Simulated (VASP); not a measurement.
# BP (F-43m) in VASP: notebook

Aim: see how the results for BP move with the level of theory and the settings. Levels: PBE+D3(BJ), r2SCAN. Tasks: relaxation of cell and atoms.

Everything below comes from runs of VASP 6.6.1. Logs are shortened: lines on timing, memory, paths and dates and some standing lists are left out, and cuts for length are marked.

## Step 1: The crystal as given

The structure is cubic, space group F-43m (No. 216). The conventional cell has a = 4.538 Å, b = 4.538 Å, c = 4.538 Å, α = 90.00°, β = 90.00°, γ = 90.00°. B (site symmetry -43m) is surrounded by 4 P at 1.97 Å. P (site symmetry -43m) has 4 B at 1.97 Å as nearest neighbours.

## Step 2: Relaxation of cell and atoms, PBE+D3(BJ)

The input, INCAR:

```
SYSTEM = BP
PREC = Accurate ; ENCUT = 600
EDIFF = 1E-6 ; ISMEAR = 0
SIGMA = 0.03 ; LREAL = .False.
LASPH = .True. ; NELM = 80
ALGO = Normal ; ISIF = 3
LWAVE = .False. ; LCHARG = .False.
GGA = PE ; IVDW = 12
IBRION = 2 ; NSW = 90
EDIFFG = -0.01
```

The input, KPOINTS:

```
Automatic mesh
0
Gamma
  10 10 10
  0 0 0
```

The input, POSCAR:

```
BP
1.0
    0.0000000000      2.2690000000      2.2690000000
    2.2690000000      0.0000000000      2.2690000000
    2.2690000000      2.2690000000      0.0000000000
B P
1 1
Direct
    0.0000000000      0.0000000000      0.0000000000
    0.2500000000      0.2500000000      0.2500000000
```

Potentials or basis: VASP PAW PBE potentials, release 64 (B, P).

Started as:

```bash
cat potpaw_PBE.64/B/POTCAR potpaw_PBE.64/P/POTCAR > POTCAR
mpirun -np 1 vasp_std > vasp.out
```

OUTCAR:

```text
SYSTEM = BP
   PREC = Accurate
   ENCUT = 600
   EDIFF = 1E-6
   ISMEAR = 0
   LREAL = .False.
   LASPH = .True.
   NELM = 80
   ISIF = 3
   GGA = PE
   IVDW = 12
   IBRION = 2
   NSW = 90
   EDIFFG = -0.01
 IVDW          = 12

 ion  position               nearest neighbor table
   1  0.000  0.000  0.000-   2 1.97   2 1.97   2 1.97   2 1.97
   2  0.250  0.250  0.250-   1 1.97   1 1.97   1 1.97   1 1.97

  LATTYP: Found a face centered cubic cell.
 ALAT       =     4.5380000000

  Lattice vectors:

 A1 = (   0.0000000000,   2.2690000000,   2.2690000000)
 A2 = (   2.2690000000,   0.0000000000,   2.2690000000)
 A3 = (   2.2690000000,   2.2690000000,   0.0000000000)

Analysis of symmetry for initial positions (statically):
=====================================================================
 Subroutine PRICEL returns:
 Original cell was already a primitive cell.

 Routine SETGRP: Setting up the symmetry group for a
 face centered cubic supercell.

 Subroutine GETGRP returns: Found 24 space group operations
 (whereof 24 operations were pure point group operations)
 out of a pool of 48 trial point group operations.

The static configuration has the point symmetry T_d .

Analysis of symmetry for dynamics (positions and initial velocities):
=====================================================================
 Subroutine PRICEL returns:
 Original cell was already a primitive cell.

 Routine SETGRP: Setting up the symmetry group for a
 face centered cubic supercell.

 Subroutine GETGRP returns: Found 24 space group operations
 (whereof 24 operations were pure point group operations)
 out of a pool of 48 trial point group operations.

The dynamic configuration has the point symmetry T_d .

 Subroutine INISYM returns: Found 24 space group operations
 (whereof 24 operations are pure point group operations),
 and found     1 'primitive' translations

----------------------------------------------------------------------------------------

                                     Primitive cell

  volume of cell :      23.3633

  direct lattice vectors                    reciprocal lattice vectors
     0.000000000  2.269000000  2.269000000    -0.220361393  0.220361393  0.220361393
     2.269000000  0.000000000  2.269000000     0.220361393 -0.220361393  0.220361393
     2.269000000  2.269000000  0.000000000     0.220361393  0.220361393 -0.220361393

  length of vectors
     3.208850573  3.208850573  3.208850573     0.381677128  0.381677128  0.381677128

  position of ions in fractional coordinates (direct lattice)
     0.000000000  0.000000000  0.000000000
     0.250000000  0.250000000  0.250000000

  ion indices of the primitive-cell ions
   primitive index   ion index
                 1           1
                 2           2

----------------------------------------------------------------------------------------

 KPOINTS: Automatic mesh

Automatic generation of k-mesh.
 Grid dimensions read from file:
 generate k-points for:   10   10   10

 Generating k-lattice:

  Cartesian coordinates                     Fractional coordinates (reciprocal lattice)
    -0.022036139  0.022036139  0.022036139     0.100000000  0.000000000  0.000000000
     0.022036139 -0.022036139  0.022036139     0.000000000  0.100000000  0.000000000
     0.022036139  0.022036139 -0.022036139     0.000000000  0.000000000  0.100000000

  Length of vectors
     0.038167713  0.038167713  0.038167713

  Shift w.r.t. Gamma in fractional coordinates (k-lattice)
     0.000000000  0.000000000  0.000000000

 Subroutine IBZKPT returns following result:
 ===========================================

 Found     47 irreducible k-points:

 Following reciprocal coordinates:
            Coordinates               Weight
  0.000000  0.000000  0.000000      1.000000
  0.100000  0.000000  0.000000      8.000000
  0.200000  0.000000  0.000000      8.000000
  0.300000  0.000000  0.000000      8.000000
  0.400000  0.000000  0.000000      8.000000
  0.500000  0.000000  0.000000      4.000000
[... 16 lines left out ...]
  0.300000  0.300000  0.000000      6.000000
  0.400000  0.300000  0.000000     24.000000
 [... further k-points ...]
   k-points           NKPTS =     47   k-points in BZ     NKDIM =     47   number of bands    NBANDS=      8
   number of dos      NEDOS =    301   number of ions     NIONS =      2
   total plane-waves  NPLWV =  21952
   dimension x,y,z NGX =    28 NGY =   28 NGZ =   28
   dimension x,y,z NGXF=    56 NGYF=   56 NGZF=   56
   ions per type =               1   1
   NGX,Y,Z   is equivalent  to a cutoff of  14.51, 14.51, 14.51 a.u.
   NGXF,Y,Z  is equivalent  to a cutoff of  29.01, 29.01, 29.01 a.u.
 SYSTEM =  BP
   PREC   = accura    normal or accurate (medium, high low for compatibility)
   ISTART =      0    job   : 0-new  1-cont  2-samecut
   ICHARG =      2    charge: 1-file 2-atom 10-const
   ISPIN  =      1    spin polarized calculation?
   LNONCOLLINEAR =      F non collinear calculations
   LSORBIT =      F    spin-orbit coupling
   LASPH  =      T    aspherical Exc in radial PAW
   ENCUT  =  600.0 eV  44.10 Ry    6.64 a.u.   6.41  6.41  6.41*2*pi/ulx,y,z
   NELM   =     80;   NELMIN=  2; NELMDL= -5     # of ELM steps
   EDIFF  = 0.1E-05   stopping-criterion for ELM
   LREAL  =      F    real-space projection
   EDIFFG = -.1E-01   stopping-criterion for IOM
   NSW    =     90    number of steps for IOM
   IBRION =      2    ionic relax: 0-MD 1-quasi-New 2-CG
   NFREE  =      1    steps in history (QN), initial steepest desc. (CG)
   ISIF   =      3    stress and relaxation
   ISYM   =      2    0-nonsym 1-usesym 2-fastsym
   POTIM  = 0.5000    time-step for ionic-motion
   TEBEG  =    0.0;   TEEND  =   0.0 temperature during run
   PSTRESS=    0.0 pullay stress
   NELECT =       8.0000    total number of electrons
   NUPDOWN=      -1.0000    fix difference up-down
   EMIN   =  10.00;   EMAX   =-10.00  energy-range for DOS
   EFERMI =   0.00;   METHOD = LEGACY
   ISMEAR =     0;   SIGMA  =   0.03  broadening in eV -4-tet -1-fermi 0-gaus
   EFERMI_NEDOS =   21; number of points for ismear=-14 and -15
   IALGO  =     38    algorithm
   IMIX   =      4    mixing-type and parameters
     AMIX     =   0.40;   BMIX     =  1.00
     AMIX_MAG =   1.60;   BMIX_MAG =  1.00
  volume/ion in A,a.u.               =      11.68        78.83
  Fermi-wavevector in a.u.,A,eV,Ry     =   1.145320  2.164342 17.847562  1.311759
  Thomas-Fermi vector in A             =   2.282009
   LORBIT       =      0    0 simple, 1 ext, 2 COOP (PROOUT), +10 PAW based schemes
   GGA     = PE    functional components
   LHFCALC =     F    Hartree Fock is set to
   AEXX    =    0.0000 exact exchange contribution
   IVDW    =    12    specifies the selected vdW correction
   LEPSILON=     F    determine dielectric tensor
   LRPA    =     F    only Hartree local field effects (RPA)
 conjugate gradient relaxation of ions
 non-spin polarized calculation
 Gauss-broadening in eV      SIGMA  =   0.03
  energy-cutoff  :      600.00
  volume of cell :       23.36
 maximum number of plane-waves:       794
 NGX is ok and might be reduce to    28
   NGX = 13   NGY = 13   NGZ = 13

--------------------------------------- Ionic step        1  -------------------------------------------

 number of electron       8.0000000 magnetization

 Free energy of the ion-electron system (eV)
  ---------------------------------------------------
  ext. energy  EPLUGINS =         0.00000000
  ---------------------------------------------------
  free energy    TOTEN  =       -12.93208109 eV

  energy without entropy =      -12.93208109  energy(sigma->0) =      -12.93208109

------------------------ aborting loop because EDIFF is reached ----------------------------------------

 Edisp (eV)   -0.64687

 E8    (eV) :    -0.2365

  FORCE on cell =-STRESS in cart. coord.  units (eV):
  Direction    XX          YY          ZZ          XY          YZ          ZX
  --------------------------------------------------------------------------------------
  -------------------------------------------------------------------------------------
  Total      -0.51803    -0.51803    -0.51803    -0.00000    -0.00000    -0.00000
  in kB     -35.52510   -35.52510   -35.52510    -0.00000    -0.00000    -0.00000
  external pressure =      -35.53 kB  Pullay stress =        0.00 kB

 VOLUME and BASIS-vectors are now :
 -----------------------------------------------------------------------------
  energy-cutoff  :      600.00
  volume of cell :       23.36
      direct lattice vectors                 reciprocal lattice vectors
     0.000000000  2.269000000  2.269000000    -0.220361393  0.220361393  0.220361393
     2.269000000  0.000000000  2.269000000     0.220361393 -0.220361393  0.220361393
     2.269000000  2.269000000  0.000000000     0.220361393  0.220361393 -0.220361393
[... 41 lines left out ...]
 POSITION                                       TOTAL-FORCE (eV/Angst)
 -----------------------------------------------------------------------------------
      4.48129      2.24065      2.24065         0.000000      0.000000      0.000000
      1.12032      1.12032      1.12032        -0.000000     -0.000000     -0.000000
 -----------------------------------------------------------------------------------
    total drift:                               -0.000000     -0.000000     -0.000000

  FREE ENERGIE OF THE ION-ELECTRON SYSTEM (eV)
  ---------------------------------------------------
  free  energy   TOTEN  =       -13.5814678638 eV

  energy  without entropy=      -13.5814678638  energy(sigma->0) =      -13.58146786

--------------------------------------- Ionic step        3  -------------------------------------------

 number of electron       8.0000000 magnetization

 Free energy of the ion-electron system (eV)
  ---------------------------------------------------
  ext. energy  EPLUGINS =         0.00000000
  ---------------------------------------------------
  free energy    TOTEN  =       -12.92352391 eV

  energy without entropy =      -12.92352391  energy(sigma->0) =      -12.92352391

 E-fermi :   7.8758     XC(G=0): -11.0009

 val. band max:        7.6908833320   @ k =   0.0000   0.0000   0.0000
 cond. band min:       8.9004247657   @ k =   0.4000   0.4000   0.0000
 fundamental gap:      1.2095414337
 Fermi energy:         7.8758277894

 k-point     1 :       0.0000    0.0000    0.0000
  band No.  band energies     occupation
      1      -7.9640      2.00000
      2       7.6909      2.00000
      3       7.6909      2.00000
      4       7.6909      2.00000
      5      11.1245      0.00000
      6      11.1245      0.00000
      7      11.1245      0.00000
      8      15.3982      0.00000

 k-point     2 :       0.1000    0.0000    0.0000
  band No.  band energies     occupation
      1      -7.7806      2.00000
      2       6.3731      2.00000
      3       7.3903      2.00000
      4       7.3903      2.00000
      5      11.5406      0.00000
      6      11.5406      0.00000
      7      11.5827      0.00000
      8      15.8963      0.00000
[... 221 lines left out ...]
 k-point    23 :       0.3000    0.3000    0.0000
  band No.  band energies     occupation
      1      -5.8097      2.00000
      2       2.8374      2.00000
      3       4.4068      2.00000
      4       4.4068      2.00000
      5       9.1987      0.00000
      6      11.5906      0.00000
      7      16.6934      0.00000
      8      16.6934      0.00000

 k-point    24 :       0.4000    0.3000    0.0000
  band No.  band energies     occupation
      1      -4.9669      2.00000
      2       1.4839      2.00000
      3       3.5613      2.00000
      4       4.1075      2.00000
      5       9.4855      0.00000
      6      11.3076      0.00000
      7      17.3164      0.00000
      8      17.3311      0.00000

 [... further k-points ...]

------------------------ aborting loop because EDIFF is reached ----------------------------------------

 Edisp (eV)   -0.66109

 E8    (eV) :    -0.2415

  FORCE on cell =-STRESS in cart. coord.  units (eV):
  Direction    XX          YY          ZZ          XY          YZ          ZX
  --------------------------------------------------------------------------------------
  -------------------------------------------------------------------------------------
  Total       0.00046     0.00046     0.00046     0.00000     0.00000     0.00000
  in kB       0.03233     0.03233     0.03233     0.00000     0.00000     0.00000
  external pressure =        0.03 kB  Pullay stress =        0.00 kB

 VOLUME and BASIS-vectors are now :
 -----------------------------------------------------------------------------
  energy-cutoff  :      600.00
  volume of cell :       22.86
      direct lattice vectors                 reciprocal lattice vectors
    -0.000000000  2.252648842  2.252648842    -0.221960916  0.221960916  0.221960916
     2.252648842  0.000000000  2.252648842     0.221960916 -0.221960916  0.221960916
     2.252648842  2.252648842 -0.000000000     0.221960916  0.221960916 -0.221960916

 POSITION                                       TOTAL-FORCE (eV/Angst)
 -----------------------------------------------------------------------------------
     -0.00000      0.00000      0.00000        -0.000000     -0.000000     -0.000000
      1.12632      1.12632      1.12632         0.000000      0.000000      0.000000
 -----------------------------------------------------------------------------------
    total drift:                               -0.000000     -0.000000      0.000000

  FREE ENERGIE OF THE ION-ELECTRON SYSTEM (eV)
  ---------------------------------------------------
  free  energy   TOTEN  =       -13.5846128353 eV

  energy  without entropy=      -13.5846128353  energy(sigma->0) =      -13.58461284

 reached required accuracy - stopping structural energy minimisation
```

It took 11 s on 1 thread of Intel Xeon 6975P-C (Granite Rapids), shared host; peak memory 0.16 GiB.

What came out:

```yaml
Free_energy: -13.5846 eV
Relaxed_volume: 11.43 Å³/atom
Relaxed_cell: a = 3.186 Å, b = 3.186 Å, c = 3.186 Å, α = 60.00°, β = 60.00°, γ = 60.00°
Space_group_after_relaxing_to_0.05_Å: F-43m (No. 216)
Energy_gained_by_relaxing: 2.8 meV/atom
Ionic_steps: 3
Pressure_after_relaxing: 0.0 GPa
Band_gap_on_the_k_mesh: 1.21 eV, indirect (least direct gap 3.43 eV)
Dispersion_energy_per_atom: -0.331 eV
```

The path:
| step | energy change (eV) | largest force (eV/Å) | pressure (GPa) | volume (Å³) |
| --- | --- | --- | --- | --- |
| 1 | 0.0000 | 0.0000 | -3.55 | 23.36 |
| 2 | -0.0025 | 0.0000 | 2.82 | 22.50 |
| 3 | -0.0057 | 0.0000 | 0.00 | 22.86 |

Final structure:
```cif
data_structure
_symmetry_space_group_name_H-M 'P 1'
_symmetry_Int_Tables_number 1
_cell_length_a 3.1857
_cell_length_b 3.1857
_cell_length_c 3.1857
_cell_angle_alpha 60.000
_cell_angle_beta 60.000
_cell_angle_gamma 60.000
_cell_volume 22.86
loop_
_atom_site_label
_atom_site_type_symbol
_atom_site_fract_x
_atom_site_fract_y
_atom_site_fract_z
_atom_site_occupancy
B1 B 0.00000 0.00000 0.00000 1
P1 P 0.25000 0.25000 0.25000 1
```

Levels at points of the mesh, in eV from the valence-band top:
```
           k point  band 2  band 3  band 4  band 5  band 6  band 7
(0.00, 0.00, 0.00)    0.00    0.00    0.00    3.43    3.43    3.43
(0.50, 0.00, 0.00)   -9.19   -1.78   -1.78    3.91    4.73    4.73
(0.50, 0.50, 0.00)   -8.70   -4.19   -4.19    1.29    1.64   12.33
```

A k mesh can miss the band edges.

[end of part 1 of 2]
